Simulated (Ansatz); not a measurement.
## Where N_H puts its levels in the gap of MgH2 (Pbcn)

Wanted: the transition levels of a substitutional impurity in MgH2 (Pbcn), from a cell of 96 host atoms with 1 H taken out and 1 N put in.

Method: place-levels on LDA runs: charge-transition levels and formation energies with image-charge correction and potential alignment at the atomic sites, in Ansatz 0.2.0.

## (1) Starting point

The cell holds 96 atoms: 32 Mg, 63 H and 1 N. Cell: a = 8.841 Å, b = 10.679 Å, c = 9.686 Å, α = 90.0°, β = 90.0°, γ = 90.0°. It derives from MgH2 (space group Pbcn). Nearest the centre at fractional (0.635, 0.447, 0.539): N68 at 0.00 Å, Mg62 at 1.88 Å, Mg49 at 1.92 Å, Mg87 at 1.97 Å, H81 at 2.45 Å, H65 at 2.63 Å, H84 at 2.67 Å, H96 at 2.67 Å.

Known beforehand: the electronic dielectric constant, (4.33, 4.44, 4.44), and the static one, (11.73, 11.23, 11.76), computed on the host (DFPT, LDA).

The cell's shortest repeat is 8.8 Å.

## (2) What was run first

A transition level is the Fermi level at which two charge states cost the same, so each charge needs its own total energy, at its own relaxed structure.

Each atom starts 0.08 Å or so off its site in a random direction. Forces are taken at one point at (¼, ¼, ¼). The cell holds 2 electrons more than the neutral one, with a uniform background that keeps it neutral on the whole.

One state's input; the others differ in charge, spin, start and seed, and in occupations where the table says so.

The input, qm2.relax/input.yaml:

```yaml
crystal:
  lattice:
    - [4.42042251, 0.0, 0.0]
    - [0.0, 5.33945801, 0.0]
    - [0.0, 0.0, 4.84296315]
  atoms:
    - { symbol: Mg, position: [0.5, 0.83082507, 0.75] }
    - { symbol: Mg, position: [0.0, 0.66917493, 0.25] }
    - { symbol: Mg, position: [0.5, 0.16917493, 0.25] }
    - { symbol: Mg, position: [0.0, 0.33082507, 0.75] }
    - { symbol: H, position: [0.73034228, 0.89426381, 0.42105885] }
    - { symbol: H, position: [0.23034228, 0.60573619, 0.57894115] }
    - { symbol: H, position: [0.76965772, 0.60573619, 0.92105885] }
    - { symbol: H, position: [0.26965772, 0.89426381, 0.07894115] }
    - { symbol: H, position: [0.73034228, 0.10573619, 0.92105885] }
    - { symbol: H, position: [0.23034228, 0.39426381, 0.07894115] }
    - { symbol: H, position: [0.76965772, 0.39426381, 0.42105885] }
    - { symbol: H, position: [0.26965772, 0.10573619, 0.57894115] }
  supercell: [2, 2, 2]
  defects: [{ substitution: { at: 67, symbol: "N" } }]
total_charge: -2
basis:
  ecutwfc: 420
  xc_grid: 2
hamiltonian:
  xc: lda
kpoints:
  mp_grid: { grid: [1, 1, 1], shift: [0.25, 0.25, 0.25] }
scf:
  occupations: { method: fixed }
  max_iter: 100
output:
  forces: true
  charged_corrections:
    epsilon: [4.33, 4.44, 4.44]
    static_epsilon: [11.73, 11.23, 11.76]
relax:
  f_tol: 0.01
  max_steps: 80
  random_displacement: { amplitude: 0.08, seed: 3376 }
checkpoint:
  write: "../qm2.relax.run"
  compress: false
  write_wavefunctions: true
  write_every: 100000
```

Command:

```sh
$ ansatz run input.yaml --threads 4 --pin off --max-ram 6594MiB --backend cpu --events-out ev --progress --plain --runs-dir out
```

The run of this state that the levels use, under LDA:

The input, qm2.point/input.yaml:

```yaml
crystal:
  checkpoint: "../qm2.relax.run"
  host: checkpoint
total_charge: -2
basis:
  ecutwfc: 420
  xc_grid: 2
hamiltonian:
  xc: lda
kpoints:
  mp_grid: { grid: [1, 1, 1], shift: [0.25, 0.25, 0.25] }
scf:
  occupations: { method: fixed }
  max_iter: 100
output:
  forces: true
  eigenvalues: true
  charged_corrections:
    epsilon: [4.33, 4.44, 4.44]
    static_epsilon: [11.73, 11.23, 11.76]
    defect_position: [0.636154, 0.445534, 0.540094]
  eigenstates: { localisation: true }
  populations: true
checkpoint:
  write: "../qm2.point.run"
  compress: false
  write_wavefunctions: false
  write_every: 100000
```

Relaxations under LDA at one point at (¼, ¼, ¼); times on 4 threads of Arm Neoverse V2, shared host:

```csv
charge,moment (μB),occupations,outcome,steps,largest displacement against the far atoms (Å),time
−2,0,fixed,converged,7,0.64,62 s
−1,1,fixed,converged,19,1.22,5.2 min
0,0,fixed,converged,22,1.76,2.9 min
0,2,fixed,converged,21,1.21,6 min
```

Single points under LDA at one point at (¼, ¼, ¼); times on 4 threads of Arm Neoverse V2, shared host:

```csv
charge,moment (μB),occupations,outcome,time
−2,0,fixed,converged,16 s
−1,1,fixed,converged,43 s
0,0,fixed,converged,17 s
0,2,fixed,converged,43 s
```

Distances (Å) from N68 to the nearest atoms after relaxation with LDA:

```csv
charge,moment (μB),1.,2.,3.,4.,5.,6.
−2,0,Mg 1.93,Mg 1.97,Mg 1.97,Mg 2.01,H 2.63,H 2.71
−1,1,H 1.05,Mg 2.01,Mg 2.01,Mg 2.03,Mg 2.26,H 2.62
0,0,H 1.04,Mg 2.07,Mg 2.11,Mg 2.12,Mg 2.23,H 2.55
0,2,H 1.06,Mg 2.06,Mg 2.08,Mg 2.08,H 2.37,Mg 2.45
```

## (3) place-levels, LDA

A charged cell interacts with its images and the background, and its potential has another zero than the host's. place-levels removes the first by a point-charge model, screened by the static dielectric constant since the ions have relaxed around the charge, and the second by comparing potentials at atoms far from the defect.

The host is a run of the defect-free crystal in the same cutoffs, grids and k-points, so that basis and sampling errors cancel in part in the differences. The host is run in a cell of 12 atoms on a matching mesh. Its band edges are searched through the zone by a band path, so the gap is smaller than, or equal to, that on the mesh. Chemical potentials are energies per atom of H (H2 molecule) and N (N2 molecule), run with the same functional and cutoff.

The input, levels.point.yaml:

```yaml
host:
  run: host.point.run
states: [qm2.point.run, qm1_M1.point.run, q0.point.run, q0_M2.point.run]
geometry_from:
  qm2.point.run: qm2.relax.run
  qm1_M1.point.run: qm1_M1.relax.run
  q0.point.run: q0.relax.run
  q0_M2.point.run: q0_M2.relax.run
  host.point.run: host.relax.run
chemical_potentials:
  H:
    energy: -15.478237
    dataset: "<sha256 of the dataset>"
  "N":
    energy: -373.57575
    dataset: "<sha256 of the dataset>"
```

Command:

```sh
$ ansatz place-levels levels.point.yaml -- --threads 4 --pin off --max-ram 6594MiB
```

Numbers of over 12 decimals in the logs are rounded to 6 here.

Log:

```text
[... repeated set-up lines and file paths are left out, and long positions are rounded to six places ...]
(0/-1) 3.240 eV above the valence edge, 0.084 eV under the conduction edge; not on the lower envelope
(-1/-2) 2.654 eV above the valence edge, 0.670 eV under the conduction edge; not on the lower envelope
(0/-2) 2.947 eV above the valence edge, 0.377 eV under the conduction edge: charges between them are lowest nowhere
formation energy of charge 0: -0.296 eV with the Fermi level at the valence edge
formation energy of charge -1: +2.945 eV with the Fermi level at the valence edge
formation energy of charge -2: +5.599 eV with the Fermi level at the valence edge
  edges by lda, gap 3.325 eV; the host is sampled to repeats of 13.11 Å
  the defect's cells are sampled to repeats of 13.11 Å, like sampling
  charge 0: +0.000 eV for its dipole among its images, +0.000 omitted
  charge -1: -62223.9056 eV with its correction of +0.099 eV, at epsilon [11.73, 11.23, 11.76], aligned at sites: +0.0804 eV, mean over 62 atomic sites at or beyond 4.42 Å from the host's site at [0.6348, 0.4471, 0.5395] by the defect at [0.6362, 0.4455, [...]
  charge -2: -62218.7810 eV with its correction of +0.538 eV, at epsilon [11.73, 11.23, 11.76], aligned at sites: +0.0905 eV, mean over 62 atomic sites at or beyond 4.42 Å from the host's site at [0.6348, 0.4471, 0.5395] by the defect at [0.6362, 0.4455, [...]
  charge 0: states[3] (q0_M2.point.run) stands 2.736 eV higher, with a moment of 2.00 μB against 0.00
  of states[2] (q0.point.run): its alignment with the host at atomic sites is doubtful: a part of the defect, H at [0.3652, 0.5529, 0.4605], stands 2.75 Å off the defect's place or the host's site by it, at or past 2.63 Å (0.6 of the 4.42 Å from which on the [...]
  of states[1] (qm1_M1.point.run): how wide its charge is, is not read beside other atoms or cores, and a band state would take no correction. [...]
  of states[0] (qm2.point.run): how wide its charge is, is not read beside other atoms or cores, and a band state would take no correction. [...]
  of states[3] (q0_M2.point.run): it set out from the moments of a save, which an earlier run chose (saved_moments_taken); [...]
```

Wall time 0.25 s (4 threads of Arm Neoverse V2, shared host).

Levels between the charges placed, in eV above the valence top:

```csv
,gap (eV),(0/−1),(−1/−2)
LDA,3.32,3.24,2.65
```

Corrections by state:

```csv
charge,moment (μB),image terms and alignment (eV),band filling (eV),ε used,"over the lowest of its charge, as the program ranks them, band filling apart (eV)"
0,0.0,0.000,-,-,0.000
−1,1.0,0.099,-,"principal values (11.23, 11.73, 11.76)",0.000
−2,0.0,0.538,-,"principal values (11.23, 11.73, 11.76)",0.000
0,2.0,0.000,-,-,2.736
```

From the program's caveats on the states, each cut to its opening words:

- charge 0: its alignment with the host at atomic sites is doubtful: a part of the defect, H at [0.3652, 0.5529, 0.4605], stands 2.75 Å off the defect's place or the [...]
- charge −1 (1 μB), −2: how wide its charge is, is not read beside other atoms or cores, and a band state would take no correction
- charge −1 (1 μB): its displacements don't fall off away from the defect: farther atoms stand 0.039 Å off the host's places
- charge −2: its displacements don't fall off away from the defect: farther atoms stand 0.05 Å off the host's places
- charge 0 (2 μB): it set out from the moments of a save, which an earlier run chose
- charge 0 (2 μB): its moments are held at its close (magnetization.spin_locking), by a field of 0.895 eV a Bohr magneton, and its energy and levels are of the state that this [...]

Chemical potentials of the elements' reference phases, run alike. Formation energies (elemental references), with the Fermi level at the valence top and at the conduction bottom (gap 3.32 eV):

```csv
charge,at valence top (eV),at conduction bottom (eV),correction included (eV)
0,-0.30,-0.30,0.00
−1,2.94,-0.38,0.10
−2,5.60,-1.05,0.54
```

(Fermi level (eV), lowest formation energy (eV)): (0.00, -0.30), (0.30, -0.30), (0.60, -0.30), (0.91, -0.30), (1.21, -0.30), (1.51, -0.30), (1.81, -0.30), (2.12, -0.30), (2.42, -0.30), (2.72, -0.30), (3.02, -0.45), (3.32, -1.05)

Transition levels lie at 2.95 eV (0/−2) above the valence top. The step 0/−2 skips a computed charge state: negative-U behaviour.

## (4) What came out

- gap of the host: 3.32 eV (LDA)
- level (0/minus 1): 3.24 eV above the valence top, not a change between lowest states
- level (minus 1/minus 2): 2.65 eV above the valence top, not a change between lowest states
- level (0/minus 2): 2.95 eV above the valence top
- lowest of the charges placed, just above the valence top (0.02 eV): 0
- lowest of the charges placed, just below the conduction bottom (0.02 eV): −2
- lowest formation energy at mid-gap of the charges run, elemental references: -0.30 eV

What this shows: Of the charges placed (−2, −1 and 0), the lowest changes at 2.95 eV (0/−2) above the valence top, in a gap of 3.32 eV. (0/−2) passes over charge −1, which lies 0.29 eV above the two there; a lower structure or spin state of it, if missed, would change that. Charges above 0 and below −2 were not placed, so these runs say nothing of levels that involve them. States placed: 0 at 0 μB and 2 μB; −1 at 1 μB; −2 at 0 μB. Other spin states or structures, where not listed, weren't placed. At charge 0 the atom put in ends up to 1.0 Å from its starting place, so the name tells the start alone and the levels can join different sites. N is taken at its element; compounds, which aren't counted here, bound the chemical potentials and would shift these formation energies. The lowest formation energy (elemental references) is negative across the gap, so the defect would form by itself: these chemical potentials lie beyond what competing compounds allow, or the host is unstable against it. The program doubts the alignment of potentials for at least one state, a sign that the cell is small. Limits: one k-point off the zone centre stands for the whole zone; the images are only 8.8 Å apart; LDA makes the gap too small and tends to spread out bound carriers; where a gas molecule sets a chemical potential or the host's formation energy, its binding is uncorrected.

[Logs are printed without paths, hosts, clocks, repeated set-up lines and the standing remarks that a program may print on its own settings, such as how far it seeks lower states.]

[Hosts, paths, dates, database ids (printed as entryN), source tags and the programs' standing remarks are cut or masked in the printed files.]

[Where a table of states has a column of steps, it counts the stored structures, which are thinned; the runs took as many ionic steps or more.]

[A defect's name tells the site on which it was built; relaxed atoms can leave that site.]

[For some hosts the program warned that the k-mesh of the response run may be too coarse for force constants and the static dielectric constant; such warnings are not shown here.]
